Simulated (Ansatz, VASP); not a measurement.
# Cross-check of Al26ZnN27 (Zn_Al) between VASP and Ansatz

Wanted: the spread between two codes on one cell, functional and k mesh. The cell is taken from a series of runs on this material, whose earlier steps may have relaxed, scaled, displaced or heated it; both programs get it as it stands.

Calculated with Ansatz 0.2.0; plane waves, with VASP 6.6.1 beside it; single point at r2SCAN.

### 1. Starting point

The cell holds 54 atoms: 26 Al, 27 N and 1 Zn. Its edges and angles: a = 9.269 Å, b = 9.269 Å, c = 9.269 Å, α = 60.0°, β = 60.0°, γ = 60.0°. It derives from AlN (AlN (F-43m)). Nearest the centre at fractional (0.333, 0.667, 0.667): Zn54 at 0.07 Å, N41 at 2.00 Å, N43 at 2.00 Å, N44 at 2.00 Å, N35 at 2.04 Å, Al25 at 3.09 Å, Al23 at 3.09 Å, Al26 at 3.09 Å.

Coordinates:

```xyz
54
Lattice="0.0000 6.5542 6.5542 6.5542 0.0000 6.5542 6.5542 6.5542 0.0000" Properties=species:S:1:pos:R:3 pbc="T T T"
Al   13.1004    6.5573    6.5568
Al    8.7313    2.1849    6.5555
Al    4.3767    4.3548    0.0367
Al    8.7313    6.5563    2.1843
Al    4.3677    2.1852    2.1844
Al    6.5492    4.3688    2.1838
Al    4.3760    0.0379    4.3547
Al    6.5491    2.1845    4.3679
Al    8.7059   10.9004   10.8998
Al   13.0975    8.7441    8.7435
Al    2.1778    4.3636    2.1978
Al   10.9176    6.5628    8.7464
Al    2.1772    2.1982    4.3635
Al    4.3652    4.3708    4.3703
Al    6.5419    6.5550    4.3621
Al   10.9173    8.7472    6.5624
Al    6.5417    4.3625    6.5539
Al    0.0009    4.3714    4.3705
Al    8.7358    6.5534   10.9229
Al   10.9168    8.7345   10.9202
Al    8.7357   10.9237    6.5527
Al    4.3677    6.5525    6.5517
Al    6.5561    8.7380    6.5588
Al   10.9165   10.9211    8.7334
Al    6.5558    6.5603    8.7371
Al    8.7427    8.7390    8.7378
N     1.0869    1.0984    1.0975
N     3.2740    3.2767    1.1011
N     5.4594    5.4655    1.1000
N     3.2738    1.1018    3.2762
N     5.4608    3.2789    3.2783
N     7.6406    5.4630    3.2752
N     5.4592    1.1007    5.4649
N     7.6406    3.2760    5.4624
N     9.9073    5.3732    5.3731
N     1.0878    3.2835    3.2831
N     3.2761    5.4631    3.2827
N     5.4580    7.6505    3.2821
N     3.2760    3.2835    5.4625
N     5.4604    5.4632    5.4625
N     7.5933    7.7018    5.3874
N     5.4577    3.2829    7.6499
N     7.5929    5.3871    7.7014
N     9.8956    7.7075    7.7069
N     1.0878    5.4681    5.4673
N     3.2744    7.6509    5.4670
N     5.4571    9.8365    5.4647
N     3.2744    5.4679    7.6501
N     5.4643    7.6494    7.6487
N     7.6455    9.8342    7.6500
N     5.4570    5.4653    9.8360
N     7.6454    7.6506    9.8335
N     9.8304    9.8355    9.8349
Zn    8.7021    6.5998    6.5992
```

### 2. Ansatz: single point, r2SCAN

Ansatz runs on its PAW soft_1 files.

A single point gives forces, pressure and levels at one fixed geometry, so differences don't come from the geometry; what else differs is listed under the comparison.

input.yaml reads:

```yaml
crystal:
  checkpoint: "../q0_M1.relax.run"
  host: checkpoint
basis:
  ecutwfc: 500
  xc_grid: 2
hamiltonian:
  xc: r2scan
  pseudopotentials: { kind: paw, azcp: { folder: soft_1 } }
kpoints:
  mp_grid: { grid: [2, 2, 2], shift: [0.5, 0.5, 0.5] }
magnetization:
  spin_polarized: true
  initial_magnetization: 1
  spin_locking: { lock_magnetization: hard }
scf:
  occupations: { method: fermi_dirac, width: 0.01 }
  max_iter: 100
output:
  forces: true
  eigenvalues: true
  charged_corrections:
    epsilon: 4.64
    static_epsilon: 8.51
    defect_position: [0.333333, 0.666667, 0.666667]
  eigenstates: { localisation: true }
  populations: true
  efg: {}
checkpoint:
  read: "../q0_M1.relax.run"
  write: "../q0_M1.point.run"
  compress: false
  write_wavefunctions: false
  write_every: 100000
```

Command:

```sh
$ ansatz run input.yaml --threads 4 --pin off --max-ram 7536MiB --backend cpu --events-out ev --progress --plain --runs-dir out
```

Numbers of over 12 decimals in the logs are rounded to 6 here.

Output:

```text
Warning: This run holds its total moment fixed (magnetization.spin_locking.lock_magnetization: hard) and mixes its density by anderson or broyden (scf.mixing.algorithm, typed or taken by auto). Slabs with a fixed moment have converged under broyden above another state at the same moment, at the default mixing steps and at smaller ones, and under scf.lower_state_search: standard, light or off a state that such a mixer [...]
crystal.checkpoint: the structure is that of <dir>, a `relax` run, at its step 7: its result, under r2scan at a charge of 0 e; 54 atoms read, 0 with a starting moment; crystal.structure_sha256 for this input is
Engine: ansatz 0.2.0, aarch64-unknown-linux-gnu
Pseudopotentials: kind: paw
Pseudopotential: Al, paw, valence charge 3, recommended cutoff 500 eV (meta_gga), soft_1/Al.paw.azcp
Pseudopotential: N, paw, valence charge 5, recommended cutoff 500 eV (meta_gga), soft_1/N.paw.azcp
Pseudopotential: Zn, paw, valence charge 12, recommended cutoff 500 eV (meta_gga), soft_1/Zn.paw.azcp
Functional definition: r2SCAN
  parameter k0 = 0.174
  parameter k1 = 0.065
  parameter a1 = 4.9479
  exchange = r2scan_x(k0 = k0, k1 = k1, a1 = a1)
  correlation = r2scan_c
Crystal: 54 atoms, lattice volume = 563.102 Å³
Basis set: ecut = 500 eV, 14331 PW (Γ), exchange–correlation on 144×144×144 points (8 copies of the dense FFT grid, shifted against one another)
Bands: 167, of which v1, the nominal top of the filled ones, is band 113 counted from 1 (112 counted from 0)
Symmetry: 1 space group operations
Space group: P1 (ITA 1), of the structure as read, at distance tolerance 8.3e-5 Å
Magnetic group: BNS 1.1 (UNI 1), of the structure as read, at distance tolerance 8.3e-5 Å
k-points: 4 of 8 (time reversal used)
Non-local potential: Al, projectors of the file, l = 0: 2, l = 1: 2, l = 2: 1
Non-local potential: N, projectors of the file, l = 0: 2, l = 1: 2, l = 2: 1
Non-local potential: Zn, projectors of the file, l = 0: 2, l = 1: 2, l = 2: 3, l = 3: 1
PAW form: soft (Blöchl's): semilocal exchange-correlation on the pseudo side does not see the compensation charge
PAW frozen core: Al, regenerated for the run's functional (the file was generated under x = pbe(κ = 0.804, μ = 0.219515), c = pbe(β = 0.066725))
PAW frozen core: N, regenerated for the run's functional (the file was generated under x = pbe(κ = 0.804, μ = 0.219515), c = pbe(β = 0.066725))
PAW frozen core: Zn, regenerated for the run's functional (the file was generated under x = pbe(κ = 0.804, μ = 0.219515), c = pbe(β = 0.066725))
PAW one-centre angular grid: Al, 302 points (default); XC on 160 Gauss nodes
PAW one-centre angular grid: N, 302 points (default); XC on 160 Gauss nodes
PAW one-centre angular grid: Zn, 590 points (default); XC on 160 Gauss nodes
Initial density: read from a saved state, or passed on in memory by an earlier SCF of this step, an earlier step, the calling program or the single point that the run made first
Stability of the state it starts from, as read at its close in the collinear treatment: not read, because the mixer in use, unlike msr1, does not test its closes by its own steps (another_mixer); its run was given moments
Starting moments: Σ|m| = 1 μB on 54 of 54 sites; this step starts from the density that it was given
Initial wavefunctions: pseudopotential atomic-orbital guess — the wavefunctions supplied were not used: k-point sampling differs
Functional: x = r2scan, c = r2scan; τ floored in thin density (d = 2e-4 eV/Å³)
iter 1 solved again at ethr=7.77e-5 eV; its pass at ethr=3.10e-3 eV (dr2=1.75e-1 eV) is discarded
SCF iter   1: F=—  HF=-27848.296041 eV  |F-HF|=—  |Δ(HF+E_count)|=         —  Δρ=4.21e-3 (↑1.79e-3 ↓4.21e-3)  dr2=1.80e-1  dr2_τ=3.21e-3  dr2_m=1.87e-2  M=1.000 μB ∫|m|=1.151 μB  β_m=1.20  ethr=7.77e-5  ⟨swp⟩=11.5  Hψ=9208  notcnv=0  defer=10
preconditioner: auto → Resta (q_TF=auto, 2.341 Å⁻¹)  ε∞=3.8  [insulator: Δε(μ)=0.044 eV  Ē_g=14.070 eV  σ=0.010 eV  W_gap=0.80  n_scr=112 (ndim 8)  ℏωp=23.5 eV  f_vac=0.000  D(μ)=4.91/eV (n_scr^D=14)  ε∞_Penn≈3.8]
spin=Collinear: Resta preconditioning applied to the charge; magnetization (m = ρ↑ − ρ↓) channel mixes plain (no charge-response kernel on spin).
SCF iter   2: F=—  HF=-27848.290885 eV  |F-HF|=—  |Δ(HF+E_count)|=   5.16e-3  Δρ=2.15e-3 (↑1.55e-3 ↓2.15e-3)  dr2=8.21e-2  dr2_τ=3.79e-4  dr2_m=1.09e-3  M=1.000 μB ∫|m|=1.138 μB  β_m=1.20  ethr=7.77e-5  ⟨swp⟩=2.5  Hψ=2484  notcnv=0  defer=288  κ⁻¹=1.0e0(r=1)
[...]
atom  52  N  V_zz =    +0.054688   η = 0.7317   by run symmetry: allowed
            electrostatic potential = -516.612199 V   contact ρ = 1411.003960 e/Å³   contact ρ_s (e/Å³): all electrons -0.005847, valence -0.003391
  atom  53  Al V_zz =    -0.669263   η = 0.1006   by run symmetry: allowed
            electrostatic potential = -1231.058520 V   contact ρ = 10108.290137 e/Å³   contact ρ_s (e/Å³): all electrons -0.002868, valence -0.005464
  atom  54  N  V_zz =    +0.247705   η = 0.8409   by run symmetry: allowed
            electrostatic potential = -516.684550 V   contact ρ = 1411.103977 e/Å³   contact ρ_s (e/Å³): all electrons +0.025686, valence +0.064083
--- Band table (eV; the first three rows and the last of 8) ---
  k-point 0 ↑: bands = [... 109 lower, 6.5647, 6.7279, 6.8318, 6.9050, 11.8917, 11.9474, 11.9575, 12.0415, ... 50 higher]
  k-point 1 ↑: bands = [... 109 lower, 6.4728, 6.5066, 6.7768, 6.9045, 11.1883, 12.1465, 12.1764, 12.8247, ... 50 higher]
  k-point 2 ↑: bands = [... 109 lower, 6.4728, 6.5066, 6.7780, 6.9044, 11.1885, 12.1464, 12.1764, 12.8246, ... 50 higher]
  k-point 3 ↓: bands = [... 109 lower, 6.5895, 6.7230, 7.1063, 7.1325, 11.1923, 12.1613, 12.1891, 12.8306, ... 50 higher]
--- Löwdin populations: 54 sites ---
  site symbol       q [e]    m [muB]
     0     Al      1.8854    -0.0000
     1      N      6.0460     0.0011
     2     Al      1.8854    -0.0001
     3      N      6.0516     0.0021
     4     Al      1.9044    -0.0146
     5      N      6.0510     0.0016
     6     Al      1.8854    -0.0001
     7      N      6.0516     0.0021
     8     Al      1.8912    -0.0010
     9      N      6.0468     0.0010
    10     Al      1.8914    -0.0008
    11      N      6.0516     0.0021
    12     Al      1.9045    -0.0146
    13      N      6.0510     0.0016
    14     Al      1.8914    -0.0008
    15      N      6.0517     0.0021
    16     Al      1.8996    -0.0120
    17      N      5.9830     0.4058
    18     Al      1.8835    -0.0016
    19      N      6.0466     0.0342
    20     Al      1.9020    -0.0065
    21      N      6.0501     0.0014
    22     Al      1.9036    -0.0020
    23      N      6.0528     0.0118
[...]
46     Al      1.9144    -0.0077
    47      N      6.0488     0.0022
    48     Al      1.8844    -0.0033
    49      N      6.0251     0.0761
    50     Al      1.9146    -0.0077
    51      N      6.0488     0.0023
    52     Al      1.9121    -0.0016
    53      N      6.0440     0.0357
  spilling = 0.008146 (of n_electrons = 225.000000)
```

### 3. VASP: single point, r2SCAN

The same cell, functional, mesh and smearing now go to VASP, with its own data sets.

Lines of VASP's logs that name or quote its potential files are left out, and so is its time.

INCAR reads:

```
SYSTEM = Al26ZnN27
PREC = Accurate
ENCUT = 580
EDIFF = 1E-06
NELM = 200
ISMEAR = -1
SIGMA = 0.01
LREAL = Auto
ALGO = Normal
METAGGA = R2SCAN
LASPH = .TRUE.
NBANDS = 152
ISPIN = 2
MAGMOM = 0 -0 -0 -0 -0 -0 -0 -0 -0 -0 0 0 0 -0 -0 0 -0 -0 -0 -0 -0 -0 0 -0 0 0 0 0 0 0 0 0 0 0 0.27 0.03 0 0.01 0 0 0.11 0.01 0.12 0.04 -0 0 0.06 0 0 0 0.06 0 0.03 0.06
LORBIT = 11
LWAVE = .FALSE.
LCHARG = .FALSE.
ISIF = 2
ISYM = 0
NUPDOWN = 1
GGA_COMPAT = .FALSE.
LMIXTAU = .TRUE.
KPAR = 4
```

POSCAR reads:

```
Al26ZnN27
1.0
    0.0000000000      6.5541898631      6.5541898631
    6.5541898631      0.0000000000      6.5541898631
    6.5541898631      6.5541898631      0.0000000000
Al N Zn
26 27 1
Direct
    0.0010463820      0.9993465676      0.9994318616
    0.0006951535      0.9995096489      0.3326675954
    0.0011285943      0.0044663807      0.6632982297
    0.0007022744      0.3325586923      0.9996175193
    0.0001435940      0.3331381396      0.3332579630
    0.0002587529      0.3329360804      0.6663013971
    0.0012667470      0.6631460520      0.0045202758
    0.0002514659      0.6661778961      0.3330486263
    0.9989294620      0.6641004532      0.6641949143
    0.3349091659      0.9991226003      0.9992163902
    0.3344147000      0.0009099033      0.3313611730
    0.3350257716      0.9994455326      0.6662930224
    0.3344792204      0.3312733088      0.0009084086
    0.3338271680      0.3329629704      0.3330475791
    0.3337704285      0.3317701793      0.6663598452
    0.3350783069      0.6661796346      0.9995209844
    0.3337338686      0.6662188097      0.3318680408
    0.6668279279      0.0000021924      0.0001380668
    0.6667894121      0.9997580274      0.3330935374
    0.6665883107      0.9995449967      0.6660746997
    0.6668026370      0.3329643738      0.9998714837
    0.6664835631      0.3331397898      0.3332631609
    0.6667978440      0.3338997324      0.6663922860
    0.6665953818      0.6658997185      0.9996793622
    0.6668681373      0.6661829245      0.3340698935
    0.6663037565      0.6668590475      0.6670490737
    0.0845968270      0.0828500400      0.0829841442
    0.0842038025      0.0838020784      0.4157330544
    0.0843842680      0.0834515051      0.7495097389
    0.0842410792      0.4156229602      0.0838697697
    0.0836417224      0.4165495994      0.4166326950
    0.0837375645      0.4159772032      0.7497796401
    0.0844011761      0.7494022460      0.0835372703
    0.0837416274      0.7496740388      0.4160838837
    0.0640089623      0.7557837859      0.7558100526
    0.4179556974      0.0829529984      0.0830208380
    0.4172712504      0.0835902000      0.4162582120
    0.4176464767      0.0831241852      0.7496250172
    0.4172953605      0.4161456235      0.0836846349
    0.4169310808      0.4164995685      0.4166140880
    0.4192679777      0.4027159935      0.7558221670
    0.4176805922      0.7494987145      0.0832048745
    0.4192452444      0.7557884497      0.4026908724
    0.4210113473      0.7548677717      0.7549486970
    0.7512457836      0.0829274828      0.0830452087
    0.7509318466      0.0831920854      0.4164010103
    0.7509761195      0.0827904998      0.7498204556
    0.7509465290      0.4162678412      0.0833159812
    0.7501880939      0.4168037319      0.4169055757
    0.7505677641      0.4166179099      0.7498827262
    0.7509985413      0.7497274401      0.0828628877
    0.7505687185      0.7497715683      0.4167187680
    0.7506685862      0.7498812548      0.7499779122
    0.3430541374      0.6638176545      0.6639011453
```

KPOINTS reads:

```
Points of the shifted mesh
8
Reciprocal
 0.2500000000  0.2500000000  0.2500000000 1
 0.2500000000  0.2500000000  0.7500000000 1
 0.2500000000  0.7500000000  0.2500000000 1
 0.2500000000  0.7500000000  0.7500000000 1
 0.7500000000  0.2500000000  0.2500000000 1
 0.7500000000  0.2500000000  0.7500000000 1
 0.7500000000  0.7500000000  0.2500000000 1
 0.7500000000  0.7500000000  0.7500000000 1
```

The projector-augmented-wave data sets are Al, N and Zn (PBE family, release 64).

Command:

```sh
$ mpirun -np 8 vasp_std
```

Output:

```text
[banner, memory and clock lines left out]
running    8 mpi-ranks, on    1 nodes
[...]
|                                                                             |
|           W    W    AA    RRRRR   N    N  II  N    N   GGGG   !!!           |
|           W    W   A  A   R    R  NN   N  II  NN   N  G    G  !!!           |
|           W    W  A    A  R    R  N N  N  II  N N  N  G       !!!           |
|           W WW W  AAAAAA  RRRRR   N  N N  II  N  N N  G  GGG   !            |
|           WW  WW  A    A  R   R   N   NN  II  N   NN  G    G                |
|           W    W  A    A  R    R  N    N  II  N    N   GGGG   !!!           |
|                                                                             |
|     For optimal performance we recommend to set                             |
|       NCORE = 2 up to number-of-cores-per-socket                            |
|     NCORE specifies how many cores store one orbital (NPAR=cpu/NCORE).      |
|     This setting can greatly improve the performance of VASP for DFT.       |
[...]
|                                                                             |
|     You enforced a specific xc type in the INCAR file but a different       |
|     [... a line on the potential file left out ...]
|     I HOPE YOU KNOW WHAT YOU ARE DOING!                                     |
|                                                                             |

 LDA part: xc-table for (None), standard interpolation
 POSCAR, INCAR and KPOINTS ok, starting setup
[...]
entering main loop
       N       E                     dE             d eps       ncg     rms          rms(c)
DAV:   1     0.124489475204E+04    0.12449E+04   -0.11167E+05  4864   0.155E+03
DAV:   2    -0.439339011440E+03   -0.16842E+04   -0.15735E+04  5760   0.342E+02
DAV:   3    -0.627726532022E+03   -0.18839E+03   -0.18525E+03  5600   0.127E+02
DAV:   4    -0.633469723683E+03   -0.57432E+01   -0.57136E+01  5704   0.245E+01
[...]
DAV:  20    -0.515170654031E+03   -0.22981E-05   -0.13276E-06  3648   0.549E-03    0.292E-03
DAV:  21    -0.515170656341E+03   -0.23107E-05   -0.69893E-07  3392   0.437E-03    0.196E-03
DAV:  22    -0.515170656909E+03   -0.56823E-06   -0.23591E-07  2912   0.353E-03
   1 F= -.51517066E+03 E0= -.51516992E+03  d E =-.147198E-02  mag=     1.0000
```

From OUTCAR (step 3):

```text
  FREE ENERGIE OF THE ION-ELECTRON SYSTEM (eV)
  ---------------------------------------------------
  free  energy   TOTEN  =      -515.1706569094 eV

  energy  without entropy=     -515.1691849298  energy(sigma->0) =     -515.16992092

 magnetization (x)
# of ion       s       p       d       tot
------------------------------------------
    1       -0.000   0.000   0.000  -0.000
    2       -0.000   0.000   0.000  -0.000
    3       -0.002  -0.002   0.000  -0.004
    4       -0.000   0.000   0.000  -0.000
    5       -0.000  -0.000   0.000  -0.000
    6       -0.000  -0.000   0.000  -0.000
    7       -0.002  -0.002   0.000  -0.004
    8       -0.000  -0.000   0.000  -0.000
    9       -0.002  -0.002   0.000  -0.004
   10       -0.000  -0.000   0.000  -0.001
   11       -0.001  -0.000   0.000  -0.001
   12       -0.000   0.000   0.000   0.000
   13       -0.001  -0.000   0.000  -0.001
[...]
--------------------------------------------------
tot         -0.001   0.704   0.063   0.766
```

The run ends at a pressure of 1.04 GPa, with forces up to 0.44 eV/Å.

### 4. Differences

Known differences besides the potentials themselves: VASP starts from the moments at which Ansatz ended; VASP keeps PBE cores, Ansatz makes them for the functional; the cutoff is 500 eV in Ansatz and 580 eV in VASP (PREC = Accurate, projectors in real space); site moments are counted in spheres of each program's own size. Total energies have different zeros and are not compared.

The two programs side by side:

```
                             quantity  Ansatz  VASP  difference
total moment, fixed by the input (μB)    1.00  1.00        0.00
                   moment on N35 (μB)    0.27  0.26       +0.01
                   moment on N43 (μB)    0.12  0.11        0.00
                   moment on N41 (μB)    0.11  0.11        0.00
                  moment on Zn54 (μB)    0.06  0.08       -0.01
                   moment on N51 (μB)    0.06  0.05        0.00
                   moment on N47 (μB)    0.06  0.05        0.00
```

Forces on 10 of the 54 atoms, those with the largest forces and the largest differences (eV/Å; atoms numbered as in POSCAR):

```
atom          Ansatz x, y, z            VASP x, y, z
 Al3   -0.052, 0.168, -0.268   -0.046, 0.158, -0.264
 Al7   -0.043, -0.282, 0.162   -0.038, -0.278, 0.152
 Al9     0.250, 0.201, 0.201     0.241, 0.199, 0.199
Al11    0.265, 0.025, -0.033    0.263, 0.025, -0.030
Al13    0.274, -0.029, 0.020    0.272, -0.026, 0.020
 N35    -0.143, 0.177, 0.171    -0.122, 0.159, 0.153
 N41    -0.210, 0.024, 0.094    -0.241, 0.054, 0.062
 N43    -0.206, 0.106, 0.025    -0.237, 0.074, 0.055
 N44  -0.127, -0.072, -0.073  -0.090, -0.041, -0.041
Zn54   0.351, -0.188, -0.181   0.339, -0.197, -0.190
```

The forces differ by 8.7 meV/Å r.m.s., which is 9.5 % of the r.m.s. force of 0.091 eV/Å (both taken over all components).

### 5. Results

- r.m.s. force difference (single point, r2SCAN): 8.7 meV/Å

**Reading.** The r.m.s. force difference is 8.7 meV/Å (single point, r2SCAN), within the 12 meV/Å picked in this series as the mark of a large difference. How closely two codes agree says nothing of how well the functional describes the real material.

[Lines on the potential files, build, host, timing and source positions are cut from VASP's logs without a mark.]

[Logs are printed without paths, hosts, clocks, repeated set-up lines and the standing remarks that a program may print on its own settings, such as how far it seeks lower states.]

[Hosts, paths, dates, database ids (printed as entryN), source tags and the programs' standing remarks are cut or masked in the printed files.]
